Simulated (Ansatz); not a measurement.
Input, command and steps of an Ansatz relaxation.

```yaml
crystal:
  lattice:
    - [-2.4591352525, 2.4591352525, 1.3350907215]
    - [2.4591352525, -2.4591352525, 1.3350907215]
    - [2.4591352525, 2.4591352525, -1.3350907215]
  atoms:
    - { symbol: Ge, position: [0.25, 0.75, 0.5] }
    - { symbol: Ge, position: [0.5, 0.5, 0.0] }
basis:
  ecutwfc: 420
kpoints:
  mp_grid: { grid: [16, 16, 16] }
hamiltonian:
  xc: pbesol
scf:
  occupations: { method: gaussian, width: 0.1 }
output:
  forces: true
  stress: true
  eigenvalues: true
relax:
  adjacent_minimum: "off"
  f_tol: 0.01
  max_steps: 30
  cell: { stress_tol: 0.1, fix: [volume] }
```

```bash
ansatz run input.yaml --threads 1 --pin off --max-ram 2560MiB --backend cpu --events-out ev --progress --plain --runs-dir out
```

Method: DFT PBEsol, scalar-relativistic, plane waves, PAW (Ansatz 0.2.0).

The volume is held at 0.88 times that of the relaxed cell.

Of 4 frames 3 are shown, positions in Å and forces in eV/Å; the SCF threshold varies from step to step. Steps run on the plane waves of an earlier cell, with a Pulay correction in the pressure. The basis is chosen afresh for the last frame, the zero of the energies, and at times for earlier ones too; energy and pressure step there, also at an unchanged geometry.

```xyz
2
Lattice="-2.4591 2.4591 1.3351 2.4591 -2.4591 1.3351 2.4591 2.4591 -1.3351" Properties=species:S:1:pos:R:3:forces:R:3 pbc="T T T" step=1 free_energy_over_end_meV_per_atom=0.03 pressure_GPa=13.64
Ge    2.4591    0.0000    0.6675    0.0000    0.0000    0.0000
Ge    0.0000    0.0000    1.3351    0.0000    0.0000    0.0000
2
Lattice="-2.4603 2.4603 1.3338 2.4603 -2.4603 1.3338 2.4603 2.4603 -1.3338" Properties=species:S:1:pos:R:3:forces:R:3 pbc="T T T" step=2 free_energy_over_end_meV_per_atom=0.01 pressure_GPa=13.63
Ge    2.4603    0.0000    0.6669    0.0000    0.0000    0.0000
Ge    0.0000    0.0000    1.3338    0.0000    0.0000    0.0000
2
Lattice="-2.4612 2.4612 1.3328 2.4612 -2.4612 1.3328 2.4612 2.4612 -1.3328" Properties=species:S:1:pos:R:3:forces:R:3 pbc="T T T" step=4 free_energy_over_end_meV_per_atom=0.00 pressure_GPa=13.62
Ge    2.4612    0.0000    0.6664    0.0000    0.0000    0.0000
Ge    0.0000    0.0000    1.3328    0.0000    0.0000    0.0000
```

It took 33 s on 1 thread of Arm Neoverse V2, on a shared host, peak memory 0.46 GiB.